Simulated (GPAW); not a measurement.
Input of a GPAW 26.7.0 run:

run.py

```python
from ase.calculators.mixing import SumCalculator
from ase.eos import EquationOfState
from ase.io import Trajectory
from ase.spacegroup import crystal
from ase.units import GPa
from dftd4.ase import DFTD4
from gpaw import GPAW, PW, setup_paths

setup_paths.insert(0, '.')

# As 4c
# Ga 4a
atoms = crystal(['As', 'Ga'],
                basis=[[0.25, 0.25, 0.25],
                       [0.0, 0.0, 0.0]],
                spacegroup=216, setting=1,  # F-43m
                cellpar=[5.6537, 5.6537, 5.6537, 90.0, 90.0, 90.0],
                primitive_cell=True)

traj = Trajectory('eos.traj', 'w')
volumes, energies = [], []
for x in [0.94, 0.96, 0.98, 1.0, 1.02, 1.04, 1.06]:
    a = atoms.copy()
    a.set_cell(atoms.cell * x**(1 / 3), scale_atoms=True)
    calc = GPAW(mode=PW(600),
                xc='BLYP',
                kpts={'size': (8, 8, 8), 'gamma': True},
                occupations={'name': 'fermi-dirac', 'width': 0.05},
                nbands=11,
                convergence={'density': 1e-05, 'energy': 1e-05},
                eigensolver='davidson',
                maxiter=150,
                txt=f'eos-{x:.2f}.txt')
    a.calc = SumCalculator([calc, DFTD4(method='blyp')])
    energies.append(a.get_potential_energy())
    volumes.append(a.get_volume())
    p = -a.get_stress()[:3].mean() / GPa
    calc.write(f'eos-{x:.2f}.gpw')
    traj.write(a)
    print(f'{x:.2f} {volumes[-1]:10.4f} A^3 {energies[-1]:14.6f} eV {p:9.3f} GPa', flush=True)

v0, e0, B = EquationOfState(volumes, energies, eos='birchmurnaghan').fit()
print(f'V0 = {v0:.4f} A^3, E0 = {e0:.6f} eV, B0 = {B / GPa:.2f} GPa')
```

Potentials or basis: PAW data sets generated in the run's folder for this functional, pw.

Command:

```console
$ gpaw-setup -f BLYP As Ga
$ OMP_NUM_THREADS=1 python run.py
```

Problem. Predict the bulk modulus.

Solution. 67 GPa.

Problem. Predict the pressure derivative of the bulk modulus.

Solution. 5.1.

Problem. What does it give for the equilibrium volume?

Solution. 23.12 Å³/atom.

Energy against volume, from the lowest point:
```
volume (Å³/atom)  energy (meV/atom)
          21.234              38.60
          21.686              21.40
          22.138               9.62
          22.590               2.64
          23.041               0.00
          23.493               1.14
          23.945               5.62
```

Zero-point motion and thermal expansion aren't in these numbers.
